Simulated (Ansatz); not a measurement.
Rock-salt LiI was calculated with Hartree–Fock in Ansatz (PAW).

Numerical settings: plane-wave cutoff 460 eV, 8×8×8 k mesh, Fermi–Dirac smearing 0.01 eV, scalar-relativistic PAW data made under PBE.

Energies at three volumes about the minimum:

```json
[
 {"V (Å³/atom)": "30.162", "E − E_lowest (meV/atom)": "1.03"},
 {"V (Å³/atom)": "30.984", "E − E_lowest (meV/atom)": "0.00"},
 {"V (Å³/atom)": "31.709", "E − E_lowest (meV/atom)": "0.90"}
]
```

**Question.** Fit a parabola by hand: where is the minimum, what lattice constant follows, and what is the bulk modulus?

**Answer.** Slopes: (0.00 − 1.03)/(30.984 − 30.162) = -1.253 and (0.90 − 0.00)/(31.709 − 30.984) = 1.241 meV/Å³. Curvature E″ = 2 × (1.241 − (-1.253))/(31.709 − 30.162) = 3.224 meV/Å⁶. From the middle of the first interval, the slope vanishes at V0 = 30.5730 − (-1.253)/3.224 = 30.962 Å³/atom. B = V0 E″ = 30.962 × 3.224 meV/Å³ × 0.1602 GPa per meV/Å³ = 16.0 GPa. With 8 atoms in the cube, a = (8 × 30.962)^(1/3) = 6.280 Å. The full Birch–Murnaghan fit to all volumes gives V0 = 30.945 Å³/atom and B0 = 16.0 GPa.

Measured, for comparison: bulk modulus 24 GPa (0 K, extrapolated to 0 K; as tabulated in Doll and Stoll (1998), arXiv:cond-mat/9801031). Computed (rounded) less measured: bulk modulus -33 %.

Note: the cell is over a tenth larger than the published one (another phase or state, or a fault of the published cell, is possible).

Ansatz is a program for electronic structure.
